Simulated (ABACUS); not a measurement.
# BN (F-43m) in ABACUS: further runs

Runs on BN. Level: PBE. Tasks: single point, relaxation of cell and atoms.

Program: ABACUS 3.10.1. These are calculated values, not measurements. Logs are shortened: lines on timing, memory, paths and dates and some standing lists are left out, and cuts for length are marked.

**Experimental background.**

A printed reference work, monograph reports, for a bulk crystal of BN at 300 K: band gap 6.4 eV (indirect).

The runs below are set against these values where they give the same quantity.

## 1. Starting point

Symmetry: F-43m, No. 216, cubic system. Conventional cell: a = 3.626 Å, b = 3.626 Å, c = 3.626 Å, α = 90.00°, β = 90.00°, γ = 90.00°. N (site symmetry -43m) has 4 B at 1.57 Å as nearest neighbours. B (site symmetry -43m) has 4 N at 1.57 Å as nearest neighbours.

The cell is a database's computed one.

## 2. Single point, PBE

INPUT

```
INPUT_PARAMETERS
suffix              BN
calculation         scf
basis_type          lcao
pseudo_dir          ./
orbital_dir         ./
symmetry            1
dft_functional      pbe
ecutwfc             100
pseudo_rcut         10
nspin               1
nbands              14
ks_solver           genelpa
smearing_method     fd
smearing_sigma      0.00367493
scf_thr             1e-07
scf_nmax            100
mixing_type         broyden
mixing_beta         0.7
cal_force           1
cal_stress          1
out_mul             1
out_chg             1
```

STRU

```
ATOMIC_SPECIES
N 14.0070 07_N_5_1.2_1.4_pbe_n_v1.0.upf
B 10.8100 05_B_3_1.5_1.7_pbe_n_v1.0.upf

NUMERICAL_ORBITAL
N_confined-atom_6au_2s2p1d.orb
B_confined-atom_7au_2s2p1d.orb

LATTICE_CONSTANT
1.8897261246

LATTICE_VECTORS
0.0000000000 1.8130010000 1.8130010000
1.8130010000 0.0000000000 1.8130010000
1.8130010000 1.8130010000 0.0000000000

ATOMIC_POSITIONS
Direct

N
0.0
1
0.2500000000 0.2500000000 0.2500000000 1 1 1

B
0.0
1
0.0000000000 0.0000000000 0.0000000000 1 1 1
```

KPT

```
K_POINTS
0
Gamma
12 12 12 0 0 0
```

Potentials or basis: SPMS ONCV 1.0 PBE, DZP LCAO (the cutoffs set its grid).

Started as:

```bash
> OMP_NUM_THREADS=1 mpirun -np 4 abacus > log
```

running log:

```text
ABACUS v3.10.1

               Atomic-orbital Based Ab-initio Computation at UStc

 ------------------------------------------------------------------------------------

 READING GENERAL INFORMATION
                           global_out_dir = OUT.BN/
                           global_in_card = INPUT
                               pseudo_dir = ./
                              orbital_dir = ./
                                    DSIZE = 4
                                    GSIZE = 1

 READING UNITCELL INFORMATION
                                    ntype = 2
                  lattice constant (Bohr) = 1.88973
              lattice constant (Angstrom) = 1

 READING ATOM TYPE 1
                               atom label = N
                      L=0, number of zeta = 2
                      L=1, number of zeta = 2
                      L=2, number of zeta = 1
             number of atom for this type = 1

 READING ATOM TYPE 2
                               atom label = B
                      L=0, number of zeta = 2
                      L=1, number of zeta = 2
                      L=2, number of zeta = 1
             number of atom for this type = 1

                        TOTAL ATOM NUMBER = 2
DIRECT COORDINATES
    atom                   x                   y                   z     mag                  vx                  vy                  vz
taud_N1            0.2500000000        0.2500000000        0.2500000000  0.0000        0.0000000000        0.0000000000        0.0000000000
taud_B1            0.0000000000        0.0000000000        0.0000000000  0.0000        0.0000000000        0.0000000000        0.0000000000

                          Volume (Bohr^3) = 80.4305
                             Volume (A^3) = 11.9186

 Lattice vectors: (Cartesian coordinate: in unit of a_0)
                   +0              +1.813              +1.813
               +1.813                  +0              +1.813
               +1.813              +1.813                  +0
 Reciprocal vectors: (Cartesian coordinate: in unit of 2 pi/a_0)
            -0.275786           +0.275786           +0.275786
            +0.275786           -0.275786           +0.275786
            +0.275786           +0.275786           -0.275786
 The esolver type has been set to : ksdft_lcao

                PAO radial cut off (Bohr) = 10

 Read in pseudopotential file is 07_N_5_1.2_1.4_pbe_n_v1.0.upf
                     pseudopotential type = NC
          exchange-correlation functional = PBE
[... 210 lines left out ...]
                                  min_tau = [ -18.1, -18.1, -18.1 ]
                                  max_tau = [ 19, 19, 19 ]
                                BoxNumber = [ 11, 11, 11 ]

 SETUP EXTENDED REAL SPACE GRID FOR GRID INTEGRATION
                          real space grid = [ 32, 32, 32 ]
                 big cell numbers in grid = [ 8, 8, 8 ]
             meshcell numbers in big cell = [ 4, 4, 4 ]
                        extended fft grid = [ 15, 15, 15 ]
                dimension of extened grid = [ 39, 39, 39 ]
                            UnitCellTotal = 125
              Atom number in sub-FFT-grid = 2
    Local orbitals number in sub-FFT-grid = 26
                                ParaV.nnr = 33597
                                 init_chg = atomic

 LCAO ALGORITHM --------------- ION=   1  ELEC=   1--------------------------------

 Density error is 0.172111360161
----------------------------------------------------------
     Energy           Rydberg                 eV
----------------------------------------------------------
 E_KohnSham     -26.7188665014       -363.5288285197
 E_Harris       -25.7038135521       -349.7183246386
 E_Fermi        0.8165954625         11.1103512503
----------------------------------------------------------
[... 80 lines left out ...]
 Density error is 2.90142572076e-08
----------------------------------------------------------
     Energy           Rydberg                 eV
----------------------------------------------------------
 E_KohnSham     -26.7747026497       -364.2885182922
 E_KS(sigma->0) -26.7747026497       -364.2885182922
 E_Harris       -26.7747024862       -364.2885160676
 E_band         1.8563329610         25.2567056542
 E_one_elec     4.6296587989         62.9897394602
 E_Hartree      3.5590250110         48.4230194742
 E_xc           -8.7025236577        -118.4039087240
 E_Ewald        -26.2608628019       -357.2973685026
 E_entropy(-TS) -0.0000000000        -0.0000000000
 E_descf        0.0000000000         0.0000000000
 E_exx          0.0000000000         0.0000000000
 E_Fermi        0.9012525701         12.2621702912
----------------------------------------------------------

 charge density convergence is achieved
 final etot is -364.28851829 eV
 EFERMI = 12.262170291 eV

 STATE ENERGY(eV) AND OCCUPATIONS    NSPIN == 1
 1/72 kpoint (Cartesian) = 0.0000 0.0000 0.0000 (340 pws)
       1       -9.00837     0.00115741
       2        10.9814     0.00115741
       3        10.9814     0.00115741
       4        10.9814     0.00115741
       5        19.7910    4.66798e-69
       6        19.7910    4.66798e-69
       7        19.7910    4.66798e-69
       8        22.0803    6.08340e-89
       9        38.9185        0.00000
      10        38.9185        0.00000
      11        40.3199        0.00000
      12        40.3199        0.00000
      13        40.3199        0.00000
      14        42.4134        0.00000
[... 66 lines left out ...]
       1       -5.51259     0.00925926
       2        1.25396     0.00925926
       3        9.13990     0.00925926
       4        9.13990     0.00925926
       5        21.1068    1.38893e-79
       6        21.6964    1.05256e-84
       7        21.6964    1.05256e-84
       8        26.4612        0.00000
       9        36.4131        0.00000
      10        37.0903        0.00000
      11        37.0903        0.00000
      12        40.8498        0.00000
      13        48.0760        0.00000
      14        48.0760        0.00000

[... levels at 66 further k points ...]

 correction force for each atom along direction 1 is -0.0940700
 correction force for each atom along direction 2 is -0.0397995
 correction force for each atom along direction 3 is -0.0575452
------------------------------------------------------------------------------------------
 TOTAL-FORCE (eV/Angstrom)
------------------------------------------------------------------------------------------
                        N1         0.0000000000         0.0000000000         0.0000000000
                        B1         0.0000000000         0.0000000000         0.0000000000
------------------------------------------------------------------------------------------

----------------------------------------------------------------
 TOTAL-STRESS (KBAR)
----------------------------------------------------------------
        -2.4627318279         0.0000000000        -0.0000000000
        -0.0000000000        -2.4627318279         0.0000000000
        -0.0000000000        -0.0000000000        -2.4627318279
----------------------------------------------------------------
 TOTAL-PRESSURE: -2.462732 KBAR

 --------------------------------------------
 !FINAL_ETOT_IS -364.2885182921546630 eV
 --------------------------------------------
```

It took 3.1 s on 4 MPI ranks of Intel Xeon 6975P-C (Granite Rapids), shared host; peak memory 0.4 GiB.

What came out:

* Free energy: -364.2885 eV
* Pressure: -0.2 GPa
* Band gap on the k mesh: 4.54 eV, indirect (least direct gap 8.81 eV)
* Mulliken charges: N -0.46; B +0.46 e

Caveat: the atomic orbitals were generated for these runs and aren't a published set; Mulliken charges move with the basis; the basis of atomic orbitals isn't converged, which shifts pressures, moduli and gaps.

## 3. Relaxation of cell and atoms, PBE

run_abacus.py

```python
"""Relaxation by an ASE optimiser with ABACUS as a small file-based calculator."""
import re
import subprocess
import numpy as np
from ase.calculators.calculator import Calculator, all_changes
from ase.filters import FrechetCellFilter
from ase.io import read
from ase.optimize import BFGSLineSearch
from ase.stress import full_3x3_to_voigt_6_stress
from ase.units import Bohr, GPa

atoms = read("BN.cif")
atoms = atoms[(-atoms.numbers).argsort(kind="stable")]  # ABACUS lists atoms element by element
pseudo = {'N': '07_N_5_1.2_1.4_pbe_n_v1.0.upf', 'B': '05_B_3_1.5_1.7_pbe_n_v1.0.upf'}
orbital = {'N': 'N_confined-atom_6au_2s2p1d.orb', 'B': 'B_confined-atom_7au_2s2p1d.orb'}
magmoms = None
kmesh = [12, 12, 12]
params = {
    'suffix': 'BN',
    'calculation': 'scf',
    'basis_type': 'lcao',
    'pseudo_dir': './',
    'orbital_dir': './',
    'symmetry': 1,
    'dft_functional': 'pbe',
    'ecutwfc': 100,
    'pseudo_rcut': 10,
    'nspin': 1,
    'nbands': 8,
    'ks_solver': 'genelpa',
    'smearing_method': 'fd',
    'smearing_sigma': 0.00367493,
    'scf_thr': 1e-07,
    'scf_nmax': 100,
    'mixing_type': 'broyden',
    'mixing_beta': 0.7,
    'cal_force': 1,
    'cal_stress': 1,
    'out_mul': 1,
}

def write_input(atoms):
    symbols = atoms.get_chemical_symbols()
    elements = list(dict.fromkeys(symbols))
    lines = ["ATOMIC_SPECIES"] + [f"{e} {atoms.get_masses()[symbols.index(e)]:.4f} {pseudo[e]}" for e in elements]
    if orbital:
        lines += ["", "NUMERICAL_ORBITAL"] + [orbital[e] for e in elements]
    lines += ["", "LATTICE_CONSTANT", f"{1 / Bohr:.10f}", "", "LATTICE_VECTORS"]
    lines += [" ".join(f"{x:.10f}" for x in v) for v in atoms.cell]
    lines += ["", "ATOMIC_POSITIONS", "Direct"]
    for e in elements:
        lines += ["", e, "0.0", str(symbols.count(e))]
        for i, p in enumerate(atoms.get_scaled_positions(wrap=False)):
            if symbols[i] == e:
                mag = "" if magmoms is None else " mag " + " ".join(str(x) for x in (magmoms[i] if isinstance(magmoms[i], list) else [magmoms[i]]))
                lines.append(" ".join(f"{x:.10f}" for x in p) + " 1 1 1" + mag)
    open("STRU", "w").write("\n".join(lines) + "\n")
    open("KPT", "w").write("K_POINTS\n0\nGamma\n%d %d %d 0 0 0\n" % tuple(kmesh))
    open("INPUT", "w").write("INPUT_PARAMETERS\n" + "".join(f"{k:<20s}{v}\n" for k, v in params.items()))

class Abacus(Calculator):
    implemented_properties = ["energy", "free_energy", "forces", "stress"]

    def calculate(self, atoms=None, properties=("energy",), system_changes=all_changes):
        super().calculate(atoms, properties, system_changes)
        write_input(self.atoms)
        subprocess.run(['mpirun', '-np', '4', 'abacus'], check=True)
        log = open("OUT.BN/running_scf.log").read()
        if "charge density convergence is achieved" not in log:
            raise RuntimeError("SCF not converged")
        rows = lambda title, n: np.array([l.split()[-3:] for l in log.split(title)[-1].split("\n")[2:2 + n]], float)
        energy = float(re.findall(r"FINAL_ETOT_IS (\S+)", log)[-1])
        stress = -rows("TOTAL-STRESS", 3) / 10 * GPa  # ABACUS prints kbar, compression positive
        self.results = dict(energy=energy, free_energy=energy, forces=rows("TOTAL-FORCE", len(self.atoms)), stress=full_3x3_to_voigt_6_stress(stress))

atoms.calc = Abacus()
opt = BFGSLineSearch(FrechetCellFilter(atoms), logfile="opt.log", trajectory="relax.traj")
print("optimiser converged:", opt.run(fmax=0.02, steps=60))
```

BN.cif

```cif
data_BN
_cell_length_a 2.56397060
_cell_length_b 2.56397060
_cell_length_c 2.56397060
_cell_angle_alpha 60.00000000
_cell_angle_beta 60.00000000
_cell_angle_gamma 60.00000000
_space_group_name_H-M_alt 'P1'
_space_group_name_Hall 'P 1'
_space_group_IT_number 1
loop_
_space_group_symop_operation_xyz
'x,y,z'
loop_
_atom_site_label
_atom_site_type_symbol
_atom_site_symmetry_multiplicity
_atom_site_Wyckoff_symbol
_atom_site_fract_x
_atom_site_fract_y
_atom_site_fract_z
_atom_site_occupancy
N1 N 1 a 0.2500000000 0.2500000000 0.2500000000 1
B1 B 1 a 0.0000000000 0.0000000000 0.0000000000 1
```

Potentials or basis: SPMS ONCV 1.0 PBE, DZP LCAO (the cutoffs set its grid).

Started as:

```bash
> OMP_NUM_THREADS=1 python run_abacus.py > log
```

Wall time 3.5 s (4 MPI ranks of Intel Xeon 6975P-C (Granite Rapids), shared host); peak memory 0.4 GiB.

The run converged. Its results:

```yaml
Free_energy: -364.2885 eV
Pressure_after_relaxing: -0.2 GPa
Band_gap_on_the_k_mesh: 4.54 eV, indirect (least direct gap 8.81 eV)
Mulliken_charges: N -0.46; B +0.46 e
```

Final structure:
```cif
data_structure
_symmetry_space_group_name_H-M 'P 1'
_symmetry_Int_Tables_number 1
_cell_length_a 2.5640
_cell_length_b 2.5640
_cell_length_c 2.5640
_cell_angle_alpha 60.000
_cell_angle_beta 60.000
_cell_angle_gamma 60.000
_cell_volume 11.92
loop_
_atom_site_label
_atom_site_type_symbol
_atom_site_fract_x
_atom_site_fract_y
_atom_site_fract_z
_atom_site_occupancy
N1 N 0.25000 0.25000 0.25000 1
B1 B 0.00000 0.00000 0.00000 1
```

Levels at points of the mesh, in eV from the valence-band top:
```csv
k point,band 1,band 2,band 3,band 4,band 5,band 6,band 7,band 8
"(0.00, 0.00, 0.00)",-19.99,0.00,0.00,0.00,8.81,8.81,8.81,11.10
"(0.50, 0.50, 0.50)",-15.92,-10.58,-1.94,-1.94,10.19,10.71,10.71,15.66
"(0.50, 0.50, 0.00)",-14.58,-8.83,-4.88,-4.88,4.54,9.28,17.81,17.81
```

Caveat: the atomic orbitals were generated for these runs and aren't a published set; Mulliken charges move with the basis; the relaxation stopped at its first step, so nothing moved; the basis of atomic orbitals isn't converged, which shifts pressures, moduli and gaps.

## 4. Against experiment

Step 2. Against the measured gap of BN, 6.4 eV (indirect; 300 K; a printed reference work, monograph), the calculated 4.54 eV is off by -1.86 eV. The value is that of PBE in an atomic basis (SPMS ONCV 1.0 PBE, DZP LCAO (the cutoffs set its grid)), whose error adds to the functional's, on a finite k mesh, which can miss the band edges, without temperature or zero-point motion. Semilocal functionals fall short of measured gaps as a rule. The cell is a database's relaxed one, not the measured one, which moves gaps too.
